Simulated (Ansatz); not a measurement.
Clean, relaxed (001) surface of C, space group P6_3/mmc (No. 194) (top face towards +c; atoms held fixed, by place in the list: 1, 2):

```xyz
6
Lattice="2.4650 0.0000 0.0000 -1.2325 2.1347 0.0000 0.0000 0.0000 23.7405" Properties=species:S:1:pos:R:3 pbc="T T T"
C     0.0000    0.0000    8.5000
C     0.0000    1.4231    8.5000
C     0.0000    0.0000   11.8703
C     1.2325    0.7116   11.8703
C     0.0000    0.0000   15.2405
C     0.0000    1.4231   15.2405
```

Theory: DFT PBE+D3(BJ), scalar-relativistic, plane waves, PAW (Ansatz 0.2.0). Plane waves to 420 eV, a k mesh through Γ of 12×12×1 on the computed 6-atom cell and Gaussian smearing (0.10 eV); no spin polarisation. A dipole correction removes the field between periodic images along c.

H (atom) is adsorbed on the top face, one adsorbate per 5.3 Å², and relaxed from 3 starting sites (fractions of a and b). The adsorption energy is E(slab + adsorbate) − E(slab) − E(free adsorbate, spin-polarised where open-shell). Heights count from the highest slab atom after relaxation. Δφ is the top face's. Δp counts per cell along +c. Bonded neighbours lie within 1.25 times the sum of covalent radii (1.35 for H) and, on that scale, within 12 % of the closest. With the adsorbate the cell is lengthened along c to keep the vacuum.

```csv
start,ends at,E_ads (eV),height (Å),shortest contact,Δφ (eV),Δp (e·Å)
"top (C) at (0.00, 0.00)","(0.00, 0.00), 1 bonded neighbour (C)",-0.43,1.17,H–C 1.17 Å,-0.32,+0.010
"hollow (C-C) at (0.67, 0.33), 1.0 Å under the top layer","(0.67, 0.33), 1 bonded neighbour (C)",-0.38,-2.59,H–C 1.17 Å,-0.42,+0.012
"bridge (C-C) at (0.17, 0.33)","(0.02, 0.05), 1 bonded neighbour (C)",-0.43,1.17,H–C 1.17 Å,-0.31,+0.010
```

Among the sites tried, the lowest end comes from the bridge (C-C) at (0.17, 0.33) start; the top (C) at (0.00, 0.00) start ended within 0.02 eV of it, though not always at the same place; other sites may lie lower.

Each end is the local minimum or symmetric point that its start leads to. The slab is only 6.7 Å thick, so the energies aren't converged with thickness.

The adsorbed runs have no spin polarisation, so weakly bound open-shell ends lie too high.

In some of the runs charge leaks into the vacuum, so their work functions can be off.